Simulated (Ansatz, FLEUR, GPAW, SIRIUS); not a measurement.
## Na2S: 6 runs at one level of theory

```
S Na
1.0
     0.00000    3.27350    3.27350
     3.27350    0.00000    3.27350
     3.27350    3.27350    0.00000
S Na
1 2
Cartesian
  0.0000 0.0000 0.0000
  4.9102 4.9102 4.9102
  1.6367 1.6367 1.6367
```

Alike in all runs: task equation of state; functional PBEsol; k mesh 7 × 7 × 7; occupations fermi-dirac, width 0.05 eV; no spin polarisation; no spin-orbit coupling.

```tsv
program and potentials	plane-wave cutoff (eV)	notes	equilibrium volume (Å³/atom)	bulk modulus (GPa)
Ansatz, Ansatz PAW	420	potentials made for PBE, which Ansatz adapts in part	22.90	29.5
GPAW, PAW data sets generated for this functional	800	-	22.98	29.8
SIRIUS, PseudoDojo 0.4.1 PBEsol standard (scalar relativistic)	1202	-	?	?
SIRIUS, all-electron FP-LAPW, apw+lo standard	-	-	22.90	29.3
Ansatz, all-electron LAPW, scalar-relativistic	-	-	22.90	29.5
FLEUR, all-electron, FLAPW	-	-	22.91	29.5
```

Problem. Estimate from the other rows what the run with SIRIUS, PseudoDojo 0.4.1 PBEsol standard (scalar relativistic) gave.

Solution. Equilibrium volume 22.94 Å³/atom; bulk modulus 29.6 GPa. The other rows, which needn't bracket it: equilibrium volume 22.90 to 22.98; bulk modulus 29.3 to 29.8.
